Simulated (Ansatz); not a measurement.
## A C vacancy in 4H-SiC, 191 atoms, charge +2 (k site)

All numbers come from Ansatz (PAW, plane waves, no spin–orbit coupling) at the single k point (¼, ¼, ¼) without its symmetry partners. The atoms were relaxed with PBEsol in a fixed cell; other functionals are single points on those atoms unless said otherwise. The valence top and gap of the host come from its small cell on a dense mesh, with the band extrema sought between the mesh points, lined up by the mean potential, PBEsol gap 2.12 eV, r²SCAN gap 2.60 eV. The charge correction uses an assumed dielectric constant of 9.7.

Cell: a = 12.312 Å, b = 15.994 Å, c = 10.076 Å, α = 90.00°, β = 90.00°, γ = 90.00°.

Nearest atoms after relaxation, from the placed atom (for vacancies from the middle of the vacant sites): Si at 1.99 Å, Si at 1.99 Å, Si at 2.00 Å, Si at 2.03 Å, C at 3.06 Å, C at 3.06 Å, C at 3.06 Å, C at 3.06 Å.

Chemical potentials μ are those of reference phases of the elements at zero temperature by the same functional (the usual solids, diamond for C, grey Sn, and the molecules H2, N2, O2, F2, Cl2, Br2 and S8).

```csv
functional,E(defect) − E(host) − Σ nμ + q·E_VBM (eV),monopole (eV),alignment (eV),formation energy at E_F = VBM (eV),moment (μB),"wall time, shared host"
PBEsol,1.70,0.63,-0.18,2.15,0.0,27 s on NVIDIA GB300 (relaxation)
r²SCAN,1.96,0.63,-0.16,2.43,0.0,25 s on NVIDIA GB300
```

r²SCAN one-electron levels near the gap (the ten most localised at most), from the host's valence top, not corrected for the charge's images:

| level (eV) | spin | filling | atoms sharing it | element of the atom with most weight |
| --- | --- | --- | --- | --- |
| -0.17 | up | 1.00 | 103.1 | spread |
| -0.17 | down | 1.00 | 103.1 | spread |
| -0.07 | up | 1.00 | 123.9 | spread |
| -0.07 | down | 1.00 | 123.9 | spread |
| 2.00 | up | 0.00 | 13.0 | Si |
| 2.00 | down | 0.00 | 13.0 | Si |
| 2.04 | up | 0.00 | 13.6 | Si |
| 2.04 | down | 0.00 | 13.6 | Si |
| 2.10 | up | 0.00 | 12.9 | Si |
| 2.10 | down | 0.00 | 12.9 | Si |

All elements are taken at their own reference at once; growth conditions in equilibrium with the host shift these energies, by up to the host's formation enthalpy.

One k point and a cell of this size can leave errors of several tenths of an eV in such numbers.
